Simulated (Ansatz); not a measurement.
System: α-quartz-type GeO2 (metastable phase). Method: HSE06 (PAW; Ansatz, a quantum-chemistry and plane-wave program).

Input:

Ansatz 0.2 input:
```yaml
crystal:
  lattice:
    - [2.5314986328, -4.3846842513, 0.0]
    - [2.5314986328, 4.3846842513, 0.0]
    - [0.0, 0.0, 5.7002801522]
  atoms:
    - { symbol: Ge, position: [0.0, 0.4561336277, 0.3333333333] }
    - { symbol: Ge, position: [0.5438663723, 0.5438663723, 0.0] }
    - { symbol: Ge, position: [0.4561336277, 0.0, 0.6666666667] }
    - { symbol: O, position: [0.295496738, 0.4013518489, 0.2383075381] }
    - { symbol: O, position: [0.5986481511, 0.8941448891, 0.9049742047] }
    - { symbol: O, position: [0.704503262, 0.1058551109, 0.4283591286] }
    - { symbol: O, position: [0.8941448891, 0.5986481511, 0.0950257953] }
    - { symbol: O, position: [0.4013518489, 0.295496738, 0.7616924619] }
    - { symbol: O, position: [0.1058551109, 0.704503262, 0.5716408714] }
basis:
  ecutwfc: 460
  ecutrho_ratio: 4
  xc_grid: 2
kpoints:
  mp_grid: { grid: [6, 6, 4] }
hamiltonian:
  xc: hse06
  dispersion: none
  pseudopotentials: { kind: paw }
scf:
  occupations: { method: fermi_dirac, width: 0.01 }
  convergence: { dr2_threshold: 0.0000000009 }
output:
  forces: true
  stress: true
  eigenvalues: true
```

Excerpt of the program's output:

```
WARN output.stress: scf.exx.energy_threshold = 1e-6 eV is looser than the 9e-8 eV advised for a stress under a hybrid functional (1e-8 eV for each atom of the …
Crystal: 9 atoms, lattice volume = 126.544 Å³
Basis set: ecut = 460 eV, 2845 PW (Γ), exchange–correlation on 72×72×80 points (8 copies of the dense FFT grid, shifted against one another)
Bands: 48, of which v1, the nominal top of the filled ones, is band 39 counted from 1 (38 counted from 0)
Symmetry: 6 space group operations
Space group: P3221 (ITA 154), of the structure as read, at distance tolerance 5.0e-5 Å
k-points: 24 of 144 (time reversal used)
SCF iter   1: F=—  HF=-16288.963024 eV  |F-HF|=—  |Δ(HF+E_count)|=         —  Δρ=1.62e-3  dr2=7.59e-4
SCF iter   2: F=-16288.965281 eV  HF=-16288.964669 eV  |F-HF|=6.12e-4  |Δ(HF+E_count)|=   1.64e-3  Δρ=7.48e-4  dr2=1.42e-4
Crystal: 9 atoms, lattice volume = 126.544 Å³
Initial density: handed on by an earlier stage of this run
  ...
Crystal: 9 atoms, lattice volume = 126.544 Å³
SCF 3 converged in 5 iterations: F = -16290.809377 eV  dr2 = 3.38e-10
Crystal: 9 atoms, lattice volume = 126.544 Å³
SCF iter   1: F=—  HF=-16290.809377 eV  |F-HF|=—  |Δ(HF+E_count)|=         —  Δρ=2.14e-6  dr2=1.73e-9
SCF iter   2: F=-16290.809377 eV  HF=-16290.809377 eV  |F-HF|=1.09e-11  |Δ(HF+E_count)|=  2.51e-10  Δρ=6.73e-7  dr2=2.08e-10
SCF 4 converged in 2 iterations: F = -16290.809377 eV  dr2 = 2.08e-10
Free energy (F): -16290.809377 eV
Internal energy: -16290.809377 eV  (E = F + TS)
E sigma→0 (E₀):  -16290.809377 eV
Fermi energy:    4.753490 eV
--- Forces (eV/Å), atoms counted from 1 ---
  atom   1  Ge    -0.00074086    -0.00128321     0.00000000
  atom   2  Ge     0.00148172     0.00000000    -0.00000000
  atom   3  Ge    -0.00074086     0.00128321    -0.00000000
  atom   4  O     -0.00288405    -0.00058353    -0.00140998
  atom   5  O      0.00194738    -0.00220589    -0.00140998
  atom   6  O      0.00093667    -0.00278943     0.00140998
  atom   7  O      0.00194738     0.00220589     0.00140998
  atom   8  O     -0.00288405     0.00058353     0.00140998
  atom   9  O      0.00093667     0.00278943    -0.00140998
--- Stress (GPa, compression-positive) ---
        0.044761      -0.000000      -0.000000
        0.000000       0.044761       0.000000
        0.000000       0.000000       0.014244
  P = ⅓ Tr σ = 0.0346 GPa (0.346 kbar)
```

The PAW data were made under PBE.
